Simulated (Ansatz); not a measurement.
LiF (CsCl type), relaxed with r2SCAN in Ansatz 0.2.0. The symmetry is Pm-3m (No. 221, cubic); conventional cell a = 2.516 Å, 7.97 Å³ an atom. Around Li lie 8 F at 2.18 Å; around F lie 8 Li at 2.18 Å.

The axes x, y and z are those of this cell:
```yaml
crystal:
  lattice:
    - [2.51626, 0.00000, 0.00000]
    - [0.00000, 2.51626, 0.00000]
    - [0.00000, 0.00000, 2.51626]
  atoms:
    - { symbol: Li, position: [0.00000, 0.00000, 0.00000] }
    - { symbol: F, position: [0.50000, 0.50000, 0.50000] }
```

Unstrained: PBE gives an indirect gap of 7.935 eV, from M to Γ; the least direct gap is 8.655 eV at Γ. With r2SCAN the valence top lies at M and the conduction bottom at Γ, 8.910 eV higher; the smallest vertical gap, at Γ, is 9.643 eV. With HSE06 the valence top lies at M and the conduction bottom at Γ, 10.167 eV higher; the smallest vertical gap, at Γ, is 10.927 eV. Meshes: PBE 10×10×10, r2SCAN 10×10×10, HSE06 8×8×8. Strains are changes of length per length. After each strain the atoms were relaxed again with r2SCAN within the symmetry that the strain leaves, so tilts or polar shifts that break it weren't tested; points keep the names that they have in the unstrained zone. No spin polarisation and no zero-point or thermal motion; the cell was built from a prototype and may be hypothetical.

Task: Estimate what biaxial +3.6 % in x and y, z held does to the gap.

Result: PBE: the gap goes from 7.935 to 7.167 eV (-0.768 eV). r2SCAN: the gap goes from 8.910 to 8.117 eV (-0.793 eV). HSE06: the gap goes from 10.167 to 9.364 eV (-0.803 eV). The r2SCAN energy rises by 15.2 meV an atom.

Task: One strain changed the r2SCAN stress by xx -1.36, yy -1.36, zz -1.36, xy +0.40, xz +0.40, yz +0.40 GPa (compression positive) and the gap by -0.157 eV (PBE), -0.163 eV (r2SCAN), -0.167 eV (HSE06). Which kind of strain was it, and roughly how large?

Result: Uniaxial +1.86 % along [111], other directions held. The pattern of the stress gives the kind; the size needs the stiffness, so it is an estimate.

Task: Apply uniaxial +2.85 % along x, other directions held. How far does the gap move, against the unstrained cell?

Result: PBE: the gap goes from 7.935 to 7.614 eV (-0.321 eV). r2SCAN: the gap goes from 8.910 to 8.580 eV (-0.330 eV). HSE06: the gap goes from 10.167 to 9.833 eV (-0.334 eV). The r2SCAN energy rises by 5.5 meV an atom.

The meshes of the hybrids are coarse, so their gaps aren't converged to the digits shown.
